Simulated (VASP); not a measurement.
Here is a VASP 6.6.1 calculation.

File INCAR:

```
PREC = Accurate
ENCUT = 600
EDIFF = 1E-7
ISMEAR = 0
SIGMA = 0.03
LREAL = F
LASPH = T
NELM = 80
ALGO = Normal
ISIF = 3
LWAVE = F
LCHARG = F
GGA = PE
IBRION = 2
NSW = 90
EDIFFG = -0.005
```

Contents of KPOINTS:

```
regular mesh
0
Gamma
  9 9 9
```

The input POSCAR:

```
Sb                                      
1.0
    2.1899259103      1.2643543138      3.8297785148
   -2.1899259103      1.2643543138      3.8297785148
    0.0000000000     -2.5287086276      3.8297785148
  Sb            
     2
Direct
     0.2330293873557013    0.2330293873557013    0.2330293873557013
     0.7669706126442989    0.7669706126442989    0.7669706126442989
```

Potentials or basis: VASP PAW PBE potentials, release 64 (Sb).

Run with:

```console
$ cat potpaw_PBE.64/Sb/POTCAR > POTCAR
$ mpirun -np 1 vasp_std > vasp.out
```

(1) Predict the band gap on the k mesh.

Results:

(1) 0.17 eV, indirect (least direct gap 0.50 eV).

Caveat: the relaxation stopped at its first step, so nothing moved; spin-orbit coupling is left out, which moves the levels of the heavy elements; an odd mesh through Γ misses points on the zone boundary, where band edges often lie.
